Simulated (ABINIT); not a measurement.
Crystal: MnS.

```
Mn S
1.0
     0.00000    2.60450    2.60450
     2.60450    0.00000    2.60450
     2.60450    2.60450    0.00000
Mn S
1 1
Direct
  0.00000 0.00000 0.00000
  0.50000 0.50000 0.50000
```

Base run:

| Property | Result |
| --- | --- |
| Program | ABINIT 10.8.3 (patched build) |
| Functional | LDA |
| Potentials or basis | PseudoDojo NC SR LDA v0.4.1 standard |
| Cutoff | 1252 eV |
| k mesh | 7 × 7 × 7 |
| Occupations | fermi-dirac, width 0.05 eV |
| Spin | collinear spin, ferromagnetic start |
| Starting moments | [4.0, 0.0] μB |

Its results: pressure -11.4 GPa; net moment 4.60 μB per cell; site moments Mn +3.94; S +0.13 μB.

The run is repeated on the same cell with these changes: k mesh from 7 × 7 × 7 to 6 × 6 × 6, with 4 shifts. What comes out?

Pressure -11.9 GPa; net moment 4.54 μB per cell; site moments Mn +3.91; S +0.12 μB.

Caveats: a cell with one magnetic atom can't hold antiferromagnetic order, which such compounds often take.

Not every run made on this cell is shown here.
